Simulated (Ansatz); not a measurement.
# HfN/SiC/Hf: conductance against the thickness of the layer, part 5 of 5

Wanted: T(E), the conductance and its decay constant for HfN/SiC/Hf. The lower electrode is HfN rock salt(111), the upper one Hf hcp(0001); the barrier is SiC wurtzite(0001) (whole bilayers). In the first transport cell, after relaxation, the nearest pair of electrode and barrier is Hf–C at 2.21 Å, along the normal, at the lower face and Hf–Si at 2.88 Å, along the normal, at the upper one. All share a net of side 3.09 Å, which strains the lower electrode by -3.5 %, the upper one by -3.4 % and the barrier by +0.0 %, against typed lattice constants near PBE's. The first steps treat the bulk electrodes alone.

Ansatz 0.2.0; PBE DFT, plane waves, PAW files (the session's first sound run).

So far, transmission at the Fermi level (a spin, zone mean): step 5 (the open system: T(E)) 0.00283; step 6 (conductance on a fine mesh, atomic planes in the barrier 4, gap between the …) 0.0397; step 7 (conductance, 34 atoms) 0.00355. Also channels of the lower lead: step 5 1.15; step 7 1.17.

## 8. Conductance on a fine mesh, atomic planes in the barrier 12, gap between the electrodes 18.4 Å

Level of this step: PBE DFT, plane waves, PAW files; ballistic transmission by layer matching between semi-infinite leads (Ansatz).

System of this step: HfN/SiC/Hf. The cell holds 38 atoms: 19 Hf, 7 N, 6 C and 6 Si. Its edges and angles: a = 3.090 Å, b = 3.090 Å, c = 77.290 Å, α = 90.0°, β = 90.0°, γ = 120.0°. Regions: left electrode, 15 atoms (8 Hf and 7 N); barrier, 12 atoms (6 C and 6 Si); right electrode, 11 atoms (11 Hf). Vacuum lies along c.

Barrier layers are added or taken out in the middle, and the relaxed faces stay.

Input file input.yaml:

```yaml
crystal:
  lattice:
    - [3.09, 0.0, 0.0]
    - [-1.545, 2.6760184977, 0.0]
    - [0.0, 0.0, 77.2902005361]
  atoms:
    - { symbol: Hf, position: [0.33333333, 0.66666667, 0.0905677557] }
    - { symbol: "N", position: [0.66666667, 0.33333333, 0.1081658282] }
    - { symbol: Hf, position: [0.0, 0.0, 0.1257639007] }
    - { symbol: "N", position: [0.33333333, 0.66666667, 0.1433619732] }
    - { symbol: Hf, position: [0.66666667, 0.33333333, 0.1609600457] }
    - { symbol: "N", position: [0.0, 0.0, 0.1785581182] }
    - { symbol: Hf, position: [0.33333333, 0.66666667, 0.1961561907] }
    - { symbol: "N", position: [0.66666667, 0.33333333, 0.2137542631] }
    - { symbol: Hf, position: [0.0, 0.0, 0.2313523356] }
    - { symbol: "N", position: [0.33333333, 0.66666667, 0.2489504081] }
    - { symbol: Hf, position: [0.66666667, 0.33333333, 0.2665484806] }
    - { symbol: "N", position: [0.0, 0.0, 0.2841465531] }
    - { symbol: Hf, position: [0.33333333, 0.66666667, 0.3017446256] }
    - { symbol: "N", position: [0.66666667, 0.33333333, 0.3193426981] }
    - { symbol: Hf, position: [0.0, 0.0, 0.3349280296] }
    - { symbol: C, position: [0.0, 0.0, 0.3635141803] }
    - { symbol: Si, position: [0.33333333, 0.66666667, 0.3711240272] }
    - { symbol: C, position: [0.33333333, 0.66666667, 0.3960933135] }
    - { symbol: Si, position: [0.0, 0.0, 0.404068139] }
    - { symbol: C, position: [0.0, 0.0, 0.4288678001] }
    - { symbol: Si, position: [0.33333333, 0.66666667, 0.4369314467] }
    - { symbol: C, position: [0.33333333, 0.66666667, 0.4617286667] }
    - { symbol: Si, position: [0.0, 0.0, 0.4697034922] }
    - { symbol: C, position: [0.0, 0.0, 0.4945031532] }
    - { symbol: Si, position: [0.33333333, 0.66666667, 0.5025667999] }
    - { symbol: C, position: [0.33333333, 0.66666667, 0.5273640198] }
    - { symbol: Si, position: [0.0, 0.0, 0.5357394273] }
    - { symbol: Hf, position: [0.0, 0.0, 0.5729700851] }
    - { symbol: Hf, position: [0.33333333, 0.66666667, 0.6062124027] }
    - { symbol: Hf, position: [0.0, 0.0, 0.6399034962] }
    - { symbol: Hf, position: [0.33333333, 0.66666667, 0.6735945897] }
    - { symbol: Hf, position: [0.0, 0.0, 0.7072856832] }
    - { symbol: Hf, position: [0.33333333, 0.66666667, 0.7409767767] }
    - { symbol: Hf, position: [0.0, 0.0, 0.7746678703] }
    - { symbol: Hf, position: [0.33333333, 0.66666667, 0.8083589638] }
    - { symbol: Hf, position: [0.0, 0.0, 0.8420500573] }
    - { symbol: Hf, position: [0.33333333, 0.66666667, 0.8757411508] }
    - { symbol: Hf, position: [0.0, 0.0, 0.9094322443] }
kpoints:
  mp_grid: { grid: [12, 12, 1] }
scf:
  occupations: { method: fermi_dirac, width: 0.1 }
  max_iter: 150
hamiltonian:
  xc: pbe
output:
  transmission:
    kmesh: [30, 30]
    e_range: [-0.26, 0.27]
    de: 0.0375
    leads: [[6, 8], [32, 34]]
```

Launch:

```sh
$ ansatz run input.yaml --threads 4 --pin off --max-ram 12288MiB --backend cpu --events-out ev --progress --plain --runs-dir out
```

Numbers of over 12 decimals in the logs are rounded to 6 here.

What it wrote:

```text
[...]
Crystal: 38 atoms, lattice volume = 639.105 Å³
Basis set: ecut = 420 eV, 12427 PW (Γ)
Bands: 347, of which v1, the nominal top of the filled ones, is band 289 counted from 1 (288 counted from 0)
Symmetry: 6 space group operations
[...]
k-points: 19 of 144 (time reversal used)
[...]
channels       : 1.166667e0 a spin
[...]
slowest decay  : 0.2094 /Å at (0.3333, 0.3000)
[...]
filled         : 32.1 meV under the level at which it is neutral
    channels       : 6.200000e-1 a spin
[...]
slowest decay  : 0.0151 /Å at (0.1667, 0.0667)
  junction   : crystal 0 to crystal 1, 17.71 to 54.06 Å
    transmission   : 2.255218e-4 a spin
[...]
resistance     : 4.4430e0 Ω µm² beyond half of each lead's own
[key lines of the parts left out:]
SCF converged after 12 iterations
Free energy (F): -306735.085166 eV
Fermi energy:    15.667445 eV
```

Wall time 7.7 min (4 threads of Arm Neoverse V2, shared host); peak memory 5.8 GiB; 29 min of CPU time.

G = 2.3e11 S/m² (1/G = 4.44 Ω µm²), 0.063 times the step before of this kind. The largest error estimate is 32 %, from the mesh across the current. In the worse lead the potential repeats within 29 meV, which the program flags as too much for a lead, so G carries that doubt.

## 9. The series together

Times are for 4 threads of Arm Neoverse V2, shared host. The series side by side:

| no. | gap between the electrodes (Å) | junction conductance (S/m²) | resistance-area product beyond the leads (Ω um²) | time | memory (GiB) |
| --- | --- | --- | --- | --- | --- |
| 1 | 8.25 | 4.00e13 | 0.02369 | 5.1 min | 4.9 |
| 2 | 13.33 | 3.57e12 | 0.2788 | 6.6 min | 5.3 |
| 3 | 18.4 | 2.25e11 | 4.443 | 7.7 min | 5.8 |

The runs together. Table of transmission, zone mean by energy, zero at the Fermi level:

| energy (eV) | 8.25 | 13.33 | 18.4 |
| --- | --- | --- | --- |
| -0.260 | 0.0308 | 0.00341 | 2.9e-4 |
| -0.223 | 0.0245 | 0.00275 | 2.4e-4 |
| -0.185 | 0.0243 | 0.00280 | 2.5e-4 |
| -0.147 | 0.0243 | 0.00254 | 1.9e-4 |
| -0.110 | 0.0245 | 0.00233 | 1.8e-4 |
| -0.072 | 0.0274 | 0.00250 | 1.9e-4 |
| -0.035 | 0.0323 | 0.00278 | 2.0e-4 |
| 0.003 | 0.0397 | 0.00355 | 2.3e-4 |
| 0.040 | 0.0509 | 0.00476 | 2.7e-4 |
| 0.077 | 0.0669 | 0.00591 | 3.3e-4 |
| 0.115 | 0.0835 | 0.00629 | 3.7e-4 |
| 0.152 | 0.104 | 0.00708 | 4.4e-4 |
| 0.190 | 0.140 | 0.0110 | 6.6e-4 |
| 0.228 | 0.189 | 0.0230 | 0.00122 |
| 0.265 | 0.185 | 0.0309 | 0.00213 |

## 10. Fit against thickness

This step: Fit of the logarithm of the conductance against the barrier's thickness, from PBE DFT, plane waves, PAW files (Ansatz 0.2.0).

No new run: the logarithm is fitted against the thickness.

This step gave:

* decay constant of the conductance: 0.51 Å⁻¹
* r.m.s. misfit of ln G: 0.08

From the end points alone, β = ln(4e+13 / 2.25e+11) / 10.15 Å = 5.18 / 10.15 Å = 0.51 Å⁻¹.

## 11. A check of the settings, 34 atoms

This step: PBE DFT, plane waves, PAW files; ballistic transmission by layer matching between semi-infinite leads; changed: output.transmission.leads = null (Ansatz 0.2.0).

System of this step: HfN/SiC/Hf. The cell holds 34 atoms: 19 Hf, 7 N, 4 C and 4 Si. Cell: a = 3.090 Å, b = 3.090 Å, c = 72.217 Å, α = 90.0°, β = 90.0°, γ = 120.0°. Regions: left electrode, 15 atoms (8 Hf and 7 N); barrier, 8 atoms (4 C and 4 Si); right electrode, 11 atoms (11 Hf). Vacuum lies along c.

This run repeats an earlier one, its twin (the spectrum run, 8 atomic planes between the electrodes), with one setting changed (output.transmission.leads; files written aside). It is meant to test whether the program finds a usable lead, or takes the one named. Where the input is shown as a difference, that is against the step before, not the twin.

Input file input.yaml:

```yaml
crystal:
  lattice:
    - [3.09, 0.0, 0.0]
    - [-1.545, 2.6760184977, 0.0]
    - [0.0, 0.0, 72.2172309285]
  atoms:
    - { symbol: Hf, position: [0.33333333, 0.66666667, 0.0969297758] }
    - { symbol: "N", position: [0.66666667, 0.33333333, 0.115764042] }
    - { symbol: Hf, position: [0.0, 0.0, 0.1345983082] }
    - { symbol: "N", position: [0.33333333, 0.66666667, 0.1534325744] }
    - { symbol: Hf, position: [0.66666667, 0.33333333, 0.1722668406] }
    - { symbol: "N", position: [0.0, 0.0, 0.1911011068] }
    - { symbol: Hf, position: [0.33333333, 0.66666667, 0.209935373] }
    - { symbol: "N", position: [0.66666667, 0.33333333, 0.2287696392] }
    - { symbol: Hf, position: [0.0, 0.0, 0.2476039054] }
    - { symbol: "N", position: [0.33333333, 0.66666667, 0.2664381716] }
    - { symbol: Hf, position: [0.66666667, 0.33333333, 0.2852724378] }
    - { symbol: "N", position: [0.0, 0.0, 0.304106704] }
    - { symbol: Hf, position: [0.33333333, 0.66666667, 0.3229409702] }
    - { symbol: "N", position: [0.66666667, 0.33333333, 0.3417752364] }
    - { symbol: Hf, position: [0.0, 0.0, 0.3584553747] }
    - { symbol: C, position: [0.0, 0.0, 0.3890495874] }
    - { symbol: Si, position: [0.33333333, 0.66666667, 0.3971939954] }
    - { symbol: C, position: [0.33333333, 0.66666667, 0.4239172735] }
    - { symbol: Si, position: [0.0, 0.0, 0.4324522984] }
    - { symbol: C, position: [0.0, 0.0, 0.4589940357] }
    - { symbol: Si, position: [0.33333333, 0.66666667, 0.4676241211] }
    - { symbol: C, position: [0.33333333, 0.66666667, 0.4941632459] }
    - { symbol: Si, position: [0.0, 0.0, 0.503126992] }
    - { symbol: Hf, position: [0.0, 0.0, 0.5429729535] }
    - { symbol: Hf, position: [0.33333333, 0.66666667, 0.57855041] }
    - { symbol: Hf, position: [0.0, 0.0, 0.6146081672] }
    - { symbol: Hf, position: [0.33333333, 0.66666667, 0.6506659243] }
    - { symbol: Hf, position: [0.0, 0.0, 0.6867236814] }
    - { symbol: Hf, position: [0.33333333, 0.66666667, 0.7227814386] }
    - { symbol: Hf, position: [0.0, 0.0, 0.7588391957] }
    - { symbol: Hf, position: [0.33333333, 0.66666667, 0.7948969528] }
    - { symbol: Hf, position: [0.0, 0.0, 0.83095471] }
    - { symbol: Hf, position: [0.33333333, 0.66666667, 0.8670124671] }
    - { symbol: Hf, position: [0.0, 0.0, 0.9030702242] }
kpoints:
  mp_grid: { grid: [12, 12, 1] }
scf:
  occupations: { method: fermi_dirac, width: 0.1 }
  max_iter: 150
hamiltonian:
  xc: pbe
output:
  transmission: { kmesh: [12, 12], e_range: [-2, 3], de: 0.1 }
  dos: { projected: true, e_range: [-6, 5], de: 0.05 }
  write_potential: true
  write_density: true
  volumetric_format: npy
```

What it wrote:

```text
[...]
Crystal: 34 atoms, lattice volume = 597.157 Å³
Basis set: ecut = 420 eV, 11605 PW (Γ)
Bands: 337, of which v1, the nominal top of the filled ones, is band 281 counted from 1 (280 counted from 0)
Symmetry: 6 space group operations
[...]
k-points: 19 of 144 (time reversal used)
[...]
SCF iter   1: F=—  HF=-304961.687464 eV  |F-HF|=—  |Δ(HF+E_count)|=         —  Δρ=1.41e-2  dr2=2.37e2  ethr=1.77e-3  ⟨swp⟩=6.9  Hψ=23733  notcnv=0  defer=257
[...]
SCF iter  11: F=-304960.783575 eV  HF=-304960.783575 eV  |F-HF|=7.03e-8  |Δ(HF+E_count)|=   3.61e-8  Δρ=1.34e-6  dr2=9.66e-8  ethr=1.78e-11  ⟨swp⟩=13.1  Hψ=26502  notcnv=0
SCF 1 converged in 11 iterations: F = -304960.783575 eV  dr2 = 9.66e-8
[...]
transmission: 306 of 3040 steps passed
transmission: 608 of 3040 steps passed
[...]
transmission: 3040 of 3040 steps passed
[...]
SCF converged after 11 iterations
Free energy (F): -304960.783575 eV
[...]
Internal energy: -304960.171887 eV  (E = F + TS)
E sigma→0 (E₀):  -304960.477731 eV
Entropy (-TS):   -0.611687 eV (-17.991 meV/atom)
Fermi energy:    16.078975 eV
[...]
--- Band table (eV; the first three rows and the last of 19) ---
  k-point 0: bands = [... 277 lower, 16.3510, 16.4181, 16.4326, 16.4991, 16.4991, 16.6232, 16.8155, 16.9130, ... 52 higher]
  k-point 1: bands = [... 277 lower, 16.3508, 16.3931, 16.3933, 16.4573, 16.6174, 16.6853, 16.7219, 16.7395, ... 52 higher]
  k-point 2: bands = [... 277 lower, 16.1161, 16.1740, 16.2359, 16.3362, 16.3865, 16.4688, 16.4826, 16.6163, ... 52 higher]
  k-point 18: bands = [... 277 lower, 15.9953, 16.0097, 16.0284, 16.0791, 16.0921, 16.1665, 16.1756, 16.1973, ... 52 higher]
--- Transmission ---
  basis      : 73 plane waves across, 110 finite elements along
  points     : 19, standing for a mesh of 12 x 12
[...]
channels       : 1.152778e0 a spin
[...]
slowest decay  : 0.4054 /Å at (0.3333, 0.3333)
[...]
channels       : 5.416667e-1 a spin
[...]
slowest decay  : 0.0595 /Å at (0.1667, 0.0833)
  junction   : crystal 0 to crystal 1, 17.71 to 48.99 Å
    transmission   : 2.828834e-3 a spin
[...]
junction   : crystal 0 to crystal 0, 17.71 to 87.21 Å
    transmission   : 3.202098e-11 a spin
[...]
junction   : crystal 1 to crystal 0, 54.20 to 87.21 Å
    transmission   : 1.903234e-8 a spin
[...]
junction   : crystal 1 to crystal 1, 54.20 to 121.21 Å
    transmission   : 4.656366e-11 a spin
[...]
```

The job ended after 7 min (4 threads; peak memory 6.3 GiB; 27 min of CPU time).

This number moved little. The transmission at the Fermi level, both spins, is 0.00566 against 0.00566 in the twin: no change within 1 %.

## 12. A repeat with changed settings, 30 atoms

System of this step: HfN/SiC/Hf. The cell holds 30 atoms: 19 Hf, 7 N, 2 C and 2 Si. Its edges and angles: a = 3.090 Å, b = 3.090 Å, c = 67.144 Å, α = 90.0°, β = 90.0°, γ = 120.0°. Regions: left electrode, 15 atoms (8 Hf and 7 N); barrier, 4 atoms (2 C and 2 Si); right electrode, 11 atoms (11 Hf). Vacuum lies along c.

It is meant to test whether the program finds a usable lead, or takes the one named. Where the input is shown as a difference, that is against the step before, not the twin.

Input file input.yaml:

```yaml
crystal:
  lattice:
    - [3.09, 0.0, 0.0]
    - [-1.545, 2.6760184977, 0.0]
    - [0.0, 0.0, 67.1442613209]
  atoms:
    - { symbol: Hf, position: [0.33333333, 0.66666667, 0.1042531389] }
    - { symbol: "N", position: [0.66666667, 0.33333333, 0.1245103958] }
    - { symbol: Hf, position: [0.0, 0.0, 0.1447676527] }
    - { symbol: "N", position: [0.33333333, 0.66666667, 0.1650249096] }
    - { symbol: Hf, position: [0.66666667, 0.33333333, 0.1852821665] }
    - { symbol: "N", position: [0.0, 0.0, 0.2055394234] }
    - { symbol: Hf, position: [0.33333333, 0.66666667, 0.2257966804] }
    - { symbol: "N", position: [0.66666667, 0.33333333, 0.2460539373] }
    - { symbol: Hf, position: [0.0, 0.0, 0.2663111942] }
    - { symbol: "N", position: [0.33333333, 0.66666667, 0.2865684511] }
    - { symbol: Hf, position: [0.66666667, 0.33333333, 0.306825708] }
    - { symbol: "N", position: [0.0, 0.0, 0.3270829649] }
    - { symbol: Hf, position: [0.33333333, 0.66666667, 0.3473402219] }
    - { symbol: "N", position: [0.66666667, 0.33333333, 0.3675974788] }
    - { symbol: Hf, position: [0.0, 0.0, 0.3855378563] }
    - { symbol: C, position: [0.0, 0.0, 0.4184435623] }
    - { symbol: Si, position: [0.33333333, 0.66666667, 0.427203307] }
    - { symbol: C, position: [0.33333333, 0.66666667, 0.4559456167] }
    - { symbol: Si, position: [0.0, 0.0, 0.4655866033] }
    - { symbol: Hf, position: [0.0, 0.0, 0.5084430581] }
    - { symbol: Hf, position: [0.33333333, 0.66666667, 0.5467085084] }
    - { symbol: Hf, position: [0.0, 0.0, 0.5854905476] }
    - { symbol: Hf, position: [0.33333333, 0.66666667, 0.6242725868] }
    - { symbol: Hf, position: [0.0, 0.0, 0.663054626] }
    - { symbol: Hf, position: [0.33333333, 0.66666667, 0.7018366652] }
    - { symbol: Hf, position: [0.0, 0.0, 0.7406187044] }
    - { symbol: Hf, position: [0.33333333, 0.66666667, 0.7794007436] }
    - { symbol: Hf, position: [0.0, 0.0, 0.8181827827] }
    - { symbol: Hf, position: [0.33333333, 0.66666667, 0.8569648219] }
    - { symbol: Hf, position: [0.0, 0.0, 0.8957468611] }
kpoints:
  mp_grid: { grid: [12, 12, 1] }
scf:
  occupations: { method: fermi_dirac, width: 0.1 }
  max_iter: 150
hamiltonian:
  xc: pbe
output:
  transmission: { kmesh: [30, 30], e_range: [-0.26, 0.27], de: 0.0375 }
```

What it wrote:

```text
[...]
Crystal: 30 atoms, lattice volume = 555.209 Å³
Basis set: ecut = 420 eV, 10821 PW (Γ)
Bands: 327, of which v1, the nominal top of the filled ones, is band 273 counted from 1 (272 counted from 0)
Symmetry: 6 space group operations
[...]
k-points: 19 of 144 (time reversal used)
[...]
SCF iter   1: F=—  HF=-303187.461916 eV  |F-HF|=—  |Δ(HF+E_count)|=         —  Δρ=1.47e-2  dr2=2.19e2  ethr=1.77e-3  ⟨swp⟩=6.9  Hψ=22399  notcnv=0  defer=235
[...]
SCF iter  11: F=-303186.550498 eV  HF=-303186.550498 eV  |F-HF|=6.96e-8  |Δ(HF+E_count)|=   1.68e-8  Δρ=1.21e-6  dr2=8.80e-8  ethr=1.83e-11  ⟨swp⟩=13.3  Hψ=23390  notcnv=0
SCF 1 converged in 11 iterations: F = -303186.550498 eV  dr2 = 8.80e-8
[...]
transmission: 1077 of 10738 steps passed
transmission: 2151 of 10738 steps passed
[...]
transmission: 10738 of 10738 steps passed
SCF converged after 11 iterations
Free energy (F): -303186.550498 eV
[...]
Internal energy: -303185.935772 eV  (E = F + TS)
E sigma→0 (E₀):  -303186.243135 eV
Entropy (-TS):   -0.614726 eV (-20.491 meV/atom)
Fermi energy:    16.554543 eV
[...]
--- Band table (eV; the first three rows and the last of 19) ---
  k-point 0: bands = [... 269 lower, 16.8270, 16.8902, 16.9157, 16.9754, 16.9754, 17.1005, 17.2922, 17.3928, ... 50 higher]
  k-point 1: bands = [... 269 lower, 16.8263, 16.8687, 16.8703, 16.9344, 17.0946, 17.1620, 17.1986, 17.2152, ... 50 higher]
  k-point 2: bands = [... 269 lower, 16.5924, 16.6500, 16.7128, 16.8136, 16.8641, 16.9446, 16.9605, 17.0927, ... 50 higher]
  k-point 18: bands = [... 269 lower, 16.4725, 16.4873, 16.5077, 16.5648, 16.5722, 16.6418, 16.6735, 16.6772, ... 50 higher]
--- Transmission ---
  basis      : 73 plane waves across, 85 finite elements along
  points     : 91, standing for a mesh of 30 x 30
[...]
filled         : 34.1 meV under the level at which it is neutral
    channels       : 1.166667e0 a spin
[...]
slowest decay  : 0.2091 /Å at (0.3333, 0.3000)
[...]
filled         : 32.2 meV under the level at which it is neutral
    channels       : 6.200000e-1 a spin
[...]
slowest decay  : 0.0150 /Å at (0.1667, 0.0667)
  junction   : crystal 0 to crystal 1, 17.71 to 43.92 Å
    transmission   : 3.969305e-2 a spin
[...]
resistance     : 2.3697e-2 Ω µm² beyond half of each lead's own
  junction   : crystal 0 to crystal 0, 17.71 to 82.14 Å
    transmission   : 2.184237e-9 a spin
[...]
resistance     : 3.2409e4 Ω µm² beyond half of each lead's own
  junction   : crystal 1 to crystal 0, 49.12 to 82.14 Å
    transmission   : 2.909142e-8 a spin
[...]
resistance     : 2.8554e4 Ω µm² beyond half of each lead's own
  junction   : crystal 1 to crystal 1, 49.12 to 111.06 Å
    transmission   : 3.289406e-10 a spin
[...]
resistance     : 4.5860e5 Ω µm² beyond half of each lead's own
```

The job ended after 8.6 min (4 threads; peak memory 4.9 GiB).

This number moved little. The conductance is 4.0e13 S/m² against 4.0e13 S/m² in the twin: no change within 1 %, at 1.7 times the CPU time.

The two runs compared:

| quantity | this run | sound run | difference |
| --- | --- | --- | --- |
| junction conductance (S/m²) | 3.999e13 | 4.000e13 | -8.0e9 |
| resistance-area product beyond the leads (Ω um²) | 0.023697 | 0.023692 | 5.0e-6 |

## 13. Results

```json
{
 "1/G at 8.25 Å gap": "0.0250 Ω um²",
 "1/G at 18.4 Å gap": "4.44 Ω um²",
 "decay constant β": "0.51 Å⁻¹"
}
```

**Reading.** A fit of ln G against d gives β = 0.51 Å⁻¹, and step by step the slopes are 0.48 and 0.55 Å⁻¹. They agree within a fifth, so G falls as one exponential, by a factor of ten every 4.5 Å. At the Fermi level the layers of the barrier in the wide-window run (8 planes) hold from 0.0076 to 0.13 states an eV and atom. A semilocal functional narrows gaps, which tends to make the decay too slow. The program's largest error estimate on these conductances is 43 %, from the mesh across the current, in the run that gave 3.6e12 S/m². In 3 of these 3 runs a lead's potential steps by more than 25 meV, which the program flags as too much. No spin-orbit coupling, phonons, disorder or image charges enter; the interfaces are ordered, one cell wide and lattice-matched by strain. Semilocal gaps are too small, which can bring a band edge of the barrier nearer to the Fermi level than it is.

[Logs are printed without paths, hosts, clocks, repeated set-up lines and the standing remarks that a program may print on its own settings, such as how far it seeks lower states.]

[Hosts, paths, dates, database ids (printed as entryN), source tags and the programs' standing remarks are cut or masked in the printed files.]
